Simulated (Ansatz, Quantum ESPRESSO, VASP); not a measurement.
**Al2Au: 4 runs at one level of theory**

```
Au Al
1.0
     0.00000    3.00000    3.00000
     3.00000    0.00000    3.00000
     3.00000    3.00000    0.00000
Au Al
1 2
Direct
  0.00000 0.00000 0.00000
  0.75000 0.75000 0.75000
  0.25000 0.25000 0.25000
```

Alike in all runs: task equation of state; functional PBE; k mesh 8 × 8 × 8; occupations fermi-dirac, width 0.05 eV; no spin polarisation; no spin-orbit coupling.

| program and potentials | plane-wave cutoff (eV) | notes | equilibrium volume (Å³/atom) | bulk modulus (GPa) |
| --- | --- | --- | --- | --- |
| Ansatz, Ansatz PAW | 420 | - | ? | ? |
| Ansatz, Ansatz PAW (earlier soft set) | 420 | - | 18.53 | 103.6 |
| Quantum ESPRESSO, SSSP 1.3 efficiency PBE | 816 | - | 18.51 | 104.3 |
| VASP, PBE PAW files Al, Au, 520 eV | 520 | - | 18.51 | 103.6 |

Question: Estimate from the other rows what the run with Ansatz, Ansatz PAW gave.

Answer: Equilibrium volume 18.54 Å³/atom; bulk modulus 103.6 GPa. The other rows, which needn't bracket it: equilibrium volume 18.51 to 18.53; bulk modulus 103.6 to 104.3.
